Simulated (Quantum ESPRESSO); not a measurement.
# AgCl (Chlorargyrite) (Fm-3m) in Quantum ESPRESSO: a series of runs

The runs below take AgCl (Chlorargyrite) through phonons, with LDA.

Everything below comes from runs of Quantum ESPRESSO 7.5. Logs are shortened: lines on timing, memory, paths and dates and some standing lists are left out, and cuts for length are marked.

### 1 The structure

The structure is cubic, space group Fm-3m (No. 225). Conventional cell: a = 5.470 Å, b = 5.470 Å, c = 5.470 Å, α = 90.00°, β = 90.00°, γ = 90.00°. Around Ag (site symmetry m-3m) lie 6 Cl at 2.73 Å. Around Cl (site symmetry m-3m) lie 6 Ag at 2.73 Å.

### 2 Phonons, LDA

Input file pw.in:

```
&CONTROL
  calculation = 'scf'
  prefix = 'pwscf'
  outdir = './tmp'
  pseudo_dir = './pseudo'
  tprnfor = .true.
  tstress = .true.
  disk_io = 'low'
/
&SYSTEM
  ibrav = 0
  nat = 2
  ntyp = 2
  ecutwfc = 86
  nbnd = 20
  occupations = 'smearing'
  smearing = 'fd'
  degauss = 0.00367493
/
&ELECTRONS
  conv_thr = 4d-10
  electron_maxstep = 120
  mixing_beta = 0.5
/
ATOMIC_SPECIES
Ag   107.8682 Ag.upf
Cl    35.4500 Cl.upf
CELL_PARAMETERS angstrom
   0.0000000000    2.7350000000    2.7350000000
   2.7350000000    0.0000000000    2.7350000000
   2.7350000000    2.7350000000    0.0000000000
ATOMIC_POSITIONS crystal
Ag     0.0000000000    0.0000000000    0.0000000000
Cl     0.5000000000    0.5000000000    0.5000000000
K_POINTS automatic
4 4 4 1 1 1
```

Input file relax.in:

```
&CONTROL
  calculation = 'vc-relax'
  prefix = 'pwscf'
  outdir = './tmp'
  pseudo_dir = './pseudo'
  tprnfor = .true.
  tstress = .true.
  disk_io = 'low'
  nstep = 40
  forc_conv_thr = 0.0001
  etot_conv_thr = 1d-06
/
&SYSTEM
  ibrav = 0
  nat = 2
  ntyp = 2
  ecutwfc = 86
  nbnd = 20
  occupations = 'smearing'
  smearing = 'fd'
  degauss = 0.00367493
/
&ELECTRONS
  conv_thr = 4d-10
  electron_maxstep = 120
  mixing_beta = 0.5
/
&IONS
  ion_dynamics = 'bfgs'
/
&CELL
  cell_dynamics = 'bfgs'
  press = 0
  press_conv_thr = 0.2
/
ATOMIC_SPECIES
Ag   107.8682 Ag.upf
Cl    35.4500 Cl.upf
CELL_PARAMETERS angstrom
   0.0000000000    2.7350000000    2.7350000000
   2.7350000000    0.0000000000    2.7350000000
   2.7350000000    2.7350000000    0.0000000000
ATOMIC_POSITIONS crystal
Ag     0.0000000000    0.0000000000    0.0000000000
Cl     0.5000000000    0.5000000000    0.5000000000
K_POINTS automatic
4 4 4 1 1 1
```

Input file scf2.in:

```
&CONTROL
  calculation = 'scf'
  prefix = 'pwscf'
  outdir = './tmp'
  pseudo_dir = './pseudo'
  tprnfor = .true.
  tstress = .true.
  disk_io = 'low'
/
&SYSTEM
  ibrav = 0
  nat = 2
  ntyp = 2
  ecutwfc = 86
  nbnd = 20
  occupations = 'fixed'
/
&ELECTRONS
  conv_thr = 1d-13
  electron_maxstep = 120
  mixing_beta = 0.5
  startingpot = 'file'
  startingwfc = 'file'
/
ATOMIC_SPECIES
Ag   107.8682 Ag.upf
Cl    35.4500 Cl.upf
CELL_PARAMETERS angstrom
   0.0000000000    2.6772050340    2.6772050340
   2.6772050340    0.0000000000    2.6772050340
   2.6772050340    2.6772050340    0.0000000000
ATOMIC_POSITIONS crystal
Ag     0.0000000000    0.0000000000    0.0000000000
Cl     0.5000000000    0.5000000000    0.5000000000
K_POINTS automatic
4 4 4 1 1 1
```

Input file ph.in:

```
phonons of AgCl
&INPUTPH
  prefix = 'pwscf'
  outdir = './tmp'
  tr2_ph = 1d-18
  fildyn = 'dyn'
  niter_ph = 90
  alpha_mix(1) = 0.7
/
0.3535533906 0.7071067812 0.0000000000
```

Potentials or basis: PseudoDojo 0.4.1 SR LDA standard.

Launch:

```
$ OMP_NUM_THREADS=1 mpirun -n 4 pw.x -nk 2 -in pw.in > pw.out
$ OMP_NUM_THREADS=1 mpirun -n 4 pw.x -nk 2 -in relax.in > relax.out
$ OMP_NUM_THREADS=1 mpirun -n 4 pw.x -nk 2 -in scf2.in > scf2.out
$ OMP_NUM_THREADS=1 mpirun -n 4 ph.x -nk 2 -in ph.in > ph.out
```

pw.out:

```text
This program is part of the open-source Quantum ESPRESSO suite
     for quantum simulation of materials; please cite
[... 6 lines left out ...]
     using ibrav=0 with symmetry is DISCOURAGED, use correct ibrav instead

     K-points division:     npool     =       2
     Subspace diagonalization in iterative solution of the eigenvalue problem:
     a serial algorithm will be used

     --------------------
     sticks:   dense  smooth     PW     G-vecs:    dense   smooth      PW
     Min         635     635    183                14897    14897    2345
     Max         638     638    184                14898    14898    2348
     Sum        1273    1273    367                29795    29795    4693

     Using Slab Decomposition

     bravais-lattice index     =            0
     lattice parameter (alat)  =       7.3092  a.u.
     unit-cell volume          =     276.1205 (a.u.)^3
     number of atoms/cell      =            2
     number of atomic types    =            2
     number of electrons       =        26.00
     number of Kohn-Sham states=           20
     kinetic-energy cutoff     =      86.0000  Ry
     charge density cutoff     =     344.0000  Ry
     scf convergence threshold =      4.0E-10
     mixing beta               =       0.5000
     number of iterations used =            8  plain     mixing
     Exchange-correlation= SLA  PW   NOGX NOGC
                           (   1   4   0   0   0   0   0)

     celldm(1)=   7.309223  celldm(2)=   0.000000  celldm(3)=   0.000000
     celldm(4)=   0.000000  celldm(5)=   0.000000  celldm(6)=   0.000000

     crystal axes: (cart. coord. in units of alat)
               a(1) = (   0.000000   0.707107   0.707107 )
               a(2) = (   0.707107   0.000000   0.707107 )
               a(3) = (   0.707107   0.707107   0.000000 )

     reciprocal axes: (cart. coord. in units 2 pi/alat)
               b(1) = ( -0.707107  0.707107  0.707107 )
               b(2) = (  0.707107 -0.707107  0.707107 )
               b(3) = (  0.707107  0.707107 -0.707107 )

     PseudoPot. # 1 for Ag read from file:
     Ag.upf
     Pseudo is Norm-conserving + core correction, Zval = 19.0
     Generated using ONCVPSP code by D. R. Hamann
     Using radial grid of 1484 points,  6 beta functions with:
                l(1) =   0
                l(2) =   0
                l(3) =   1
                l(4) =   1
                l(5) =   2
                l(6) =   2

     PseudoPot. # 2 for Cl read from file:
     Cl.upf
     Pseudo is Norm-conserving + core correction, Zval =  7.0
     Generated using ONCVPSP code by D. R. Hamann
     Using radial grid of 1016 points,  6 beta functions with:
                l(1) =   0
                l(2) =   0
                l(3) =   1
                l(4) =   1
                l(5) =   2
                l(6) =   2

     atomic species   valence    mass     pseudopotential
     Ag               19.00   107.86820     Ag( 1.00)
     Cl                7.00    35.45000     Cl( 1.00)

     48 Sym. Ops., with inversion, found

   Cartesian axes

     site n.     atom                  positions (alat units)
         1        Ag     tau(   1) = (   0.0000000   0.0000000   0.0000000  )
         2        Cl     tau(   2) = (   0.7071068   0.7071068   0.7071068  )

     number of k points=    10  Fermi-Dirac smearing, width (Ry)=  0.0037
                       cart. coord. in units 2pi/alat
        k(    1) = (   0.0883883   0.0883883   0.0883883), wk =   0.0625000
        k(    2) = (   0.2651650   0.2651650  -0.0883883), wk =   0.1875000
        k(    3) = (  -0.2651650  -0.2651650   0.4419417), wk =   0.1875000
        k(    4) = (  -0.0883883  -0.0883883   0.2651650), wk =   0.1875000
        k(    5) = (   0.4419417   0.0883883   0.0883883), wk =   0.1875000
        k(    6) = (  -0.0883883  -0.4419417   0.6187184), wk =   0.3750000
        k(    7) = (   0.0883883  -0.2651650   0.4419417), wk =   0.3750000
        k(    8) = (  -0.6187184   0.0883883   0.0883883), wk =   0.1875000
        k(    9) = (   0.2651650   0.2651650   0.2651650), wk =   0.0625000
        k(   10) = (  -0.2651650  -0.2651650   0.7954951), wk =   0.1875000

     Dense  grid:    29795 G-vectors     FFT dimensions: (  45,  45,  45)

     Initial potential from superposition of free atoms

     starting charge      25.9997, renormalised to      26.0000
     Starting wfcs are   14 randomized atomic wfcs +    6 random wfcs

     Self-consistent Calculation

     iteration #  1     ecut=    86.00 Ry     beta= 0.50
     Davidson diagonalization with overlap
     ethr =  1.00E-02,  avg # of iterations =  6.7

     Threshold (ethr) on eigenvalues was too large:
     Diagonalizing with lowered threshold

     Davidson diagonalization with overlap
     ethr =  1.37E-04,  avg # of iterations =  3.6

     total energy              =    -342.81242854 Ry
     estimated scf accuracy    <       0.03476241 Ry

     iteration #  2     ecut=    86.00 Ry     beta= 0.50
     Davidson diagonalization with overlap
     ethr =  1.34E-04,  avg # of iterations =  2.0

     total energy              =    -342.82229659 Ry
     estimated scf accuracy    <       0.00762428 Ry

     iteration #  3     ecut=    86.00 Ry     beta= 0.50
     Davidson diagonalization with overlap
     ethr =  2.93E-05,  avg # of iterations =  2.0

     total energy              =    -342.82358964 Ry
     estimated scf accuracy    <       0.00036595 Ry

     iteration #  4     ecut=    86.00 Ry     beta= 0.50
     Davidson diagonalization with overlap
     ethr =  1.41E-06,  avg # of iterations =  4.3

     total energy              =    -342.82360806 Ry
     estimated scf accuracy    <       0.00001983 Ry

     iteration #  5     ecut=    86.00 Ry     beta= 0.50
     Davidson diagonalization with overlap
     ethr =  7.63E-08,  avg # of iterations =  1.2

     total energy              =    -342.82360904 Ry
     estimated scf accuracy    <       0.00000072 Ry

     iteration #  6     ecut=    86.00 Ry     beta= 0.50
     Davidson diagonalization with overlap
     ethr =  2.77E-09,  avg # of iterations =  2.0

     total energy              =    -342.82360913 Ry
     estimated scf accuracy    <          8.5E-09 Ry

     iteration #  7     ecut=    86.00 Ry     beta= 0.50
     Davidson diagonalization with overlap
     ethr =  3.27E-11,  avg # of iterations =  2.9

     total energy              =    -342.82360913 Ry
     estimated scf accuracy    <          6.0E-10 Ry

     iteration #  8     ecut=    86.00 Ry     beta= 0.50
     Davidson diagonalization with overlap
     ethr =  2.31E-12,  avg # of iterations =  2.0

     End of self-consistent calculation

          k = 0.0884 0.0884 0.0884 (  3731 PWs)   bands (ev):

   -81.2085 -44.8046 -44.8041 -44.8041  -6.7315   5.1374   5.2049   5.2049
     5.9224   5.9224   6.1926   6.8547   6.8547   9.9413  17.7401  18.7857
    18.7857  20.3387  20.3387  21.1012

          k = 0.2652 0.2652-0.0884 (  3718 PWs)   bands (ev):

   -81.2084 -44.8064 -44.8049 -44.8044  -6.4511   3.6077   4.2950   4.6608
     6.0802   6.1780   6.4972   7.1807   8.2976  12.1668  15.4418  16.5419
    16.8819  19.9749  21.9047  22.2446

          k =-0.2652-0.2652 0.4419 (  3721 PWs)   bands (ev):

   -81.2084 -44.8075 -44.8050 -44.8048  -6.2774   3.0555   4.0825   4.1695
     6.2109   6.2976   6.5897   8.1541   8.2327  12.9446  14.1683  16.3558
    16.3747  21.1587  21.9784  22.9551

          k =-0.0884-0.0884 0.2652 (  3715 PWs)   bands (ev):

   -81.2085 -44.8055 -44.8045 -44.8044  -6.5755   4.0051   4.9122   4.9955
     5.8824   6.0847   6.4289   6.9484   7.4813  11.3951  16.2888  17.1000
    18.0739  19.1821  21.6756  22.4015

          k = 0.4419 0.0884 0.0884 (  3719 PWs)   bands (ev):

   -81.2084 -44.8066 -44.8051 -44.8050  -6.3820   3.5564   4.7587   4.8889
     5.7967   6.2350   6.5523   6.8787   7.3586  11.9810  15.3362  16.5250
    18.2850  19.2777  22.7457  23.9626

          k =-0.0884-0.4419 0.6187 (  3726 PWs)   bands (ev):

   -81.2084 -44.8069 -44.8061 -44.8053  -6.2392   3.7947   4.1569   4.4040
     6.1240   6.3365   6.5006   6.8046   7.3840  12.3261  15.4138  16.3544
    17.3769  20.7835  22.1659  23.4736

          k = 0.0884-0.2652 0.4419 (  3714 PWs)   bands (ev):

   -81.2084 -44.8070 -44.8055 -44.8048  -6.3098   3.3870   4.1957   4.4550
     6.1038   6.2889   6.5683   7.1152   8.1264  12.9747  14.3781  16.2544
    17.0967  20.2854  22.5266  23.4874

          k =-0.6187 0.0884 0.0884 (  3716 PWs)   bands (ev):

   -81.2084 -44.8073 -44.8057 -44.8054  -6.2701   3.8035   4.7109   4.9024
     5.7633   6.3648   6.4719   6.6587   6.7801  11.0862  16.1244  16.7012
    19.1401  19.8224  22.9314  23.5028

          k = 0.2652 0.2652 0.2652 (  3726 PWs)   bands (ev):

   -81.2084 -44.8072 -44.8046 -44.8046  -6.3621   3.1759   4.2056   4.2056
     6.2169   6.2169   6.5322   8.3087   8.3087  12.2243  15.2048  16.2906
    16.2906  21.3006  21.3006  21.3320

          k =-0.2652-0.2652 0.7955 (  3712 PWs)   bands (ev):

   -81.2084 -44.8071 -44.8059 -44.8049  -6.2498   3.3977   4.1740   4.2009
     6.2030   6.2772   6.5693   7.0935   8.1247  13.0784  14.3425  16.2873
    16.9780  21.1443  21.1724  23.9142

     the Fermi energy is     9.1673 ev

!    total energy              =    -342.82360913 Ry
     estimated scf accuracy    <          1.9E-10 Ry
     smearing contrib. (-TS)   =      -0.00000000 Ry
     internal energy E=F+TS    =    -342.82360913 Ry

     The total energy is F=E-TS. E is the sum of the following terms:
     one-electron contribution =    -176.67013238 Ry
     hartree contribution      =      98.72667623 Ry
     xc contribution           =     -54.98327981 Ry
     ewald contribution        =    -209.89687317 Ry

     convergence has been achieved in   8 iterations

     Forces acting on atoms (cartesian axes, Ry/au):

     atom    1 type  1   force =    -0.00000000   -0.00000000    0.00000000
     atom    2 type  2   force =     0.00000000    0.00000000    0.00000000

     Total force =     0.000000     Total SCF correction =     0.000000

     Computing stress (Cartesian axis) and pressure

          total   stress  (Ry/bohr**3)                   (kbar)     P=      -37.93
  -0.00025784   0.00000000  -0.00000000          -37.93        0.00       -0.00
   0.00000000  -0.00025784  -0.00000000            0.00      -37.93       -0.00
  -0.00000000  -0.00000000  -0.00025784           -0.00       -0.00      -37.93

=------------------------------------------------------------------------------=
   JOB DONE.
=------------------------------------------------------------------------------=
```

It took 3.2 min on 4 MPI ranks of Intel Xeon 6975P-C (Granite Rapids), shared host; peak memory 0.36 GiB.

Results:

* Free energy: -4664.3848 eV
* Relaxed volume: 19.19 Å³/atom
* Relaxed cell: a = 3.786 Å, b = 3.786 Å, c = 3.786 Å, α = 60.00°, β = 60.00°, γ = 60.00°
* Space group after relaxing (to 0.05 Å): Fm-3m (No. 225)
* Pressure after relaxing: 0.0 GPa
* Highest phonon frequency at the q point run: 191 cm⁻¹

The path:
```csv
step,energy change (eV),largest force (eV/Å),pressure (GPa),volume (Å³)
1,0.0000,0.0000,-3.79,40.92
2,-0.0162,0.0000,-2.78,40.13
3,-0.0301,0.0000,-1.03,38.97
4,-0.0320,0.0000,0.11,38.32
5,-0.0321,0.0000,0.00,38.38
6,-0.0321,0.0000,0.00,38.38
```

Final structure:
```
Ag Cl
1.0
     0.00000    2.67721    2.67721
     2.67721    0.00000    2.67721
     2.67721    2.67721    0.00000
Ag Cl
1 1
Direct
  0.00000 0.00000 0.00000
  0.50000 0.50000 0.50000
```

Phonon frequencies in cm⁻¹ (negative: imaginary):
```
              q point           frequencies
(0.500, 0.250, 0.750)  45 45 85 151 191 191
```

Phonon modes at q = (0.500, 0.250, 0.750) in reciprocal lattice units:
```
mode  symmetry  cm⁻¹
   1         E    45
   2         E    45
   3       B_2    85
   4       A_1   151
   5         E   191
   6         E   191
```

[end of part 1 of 2]
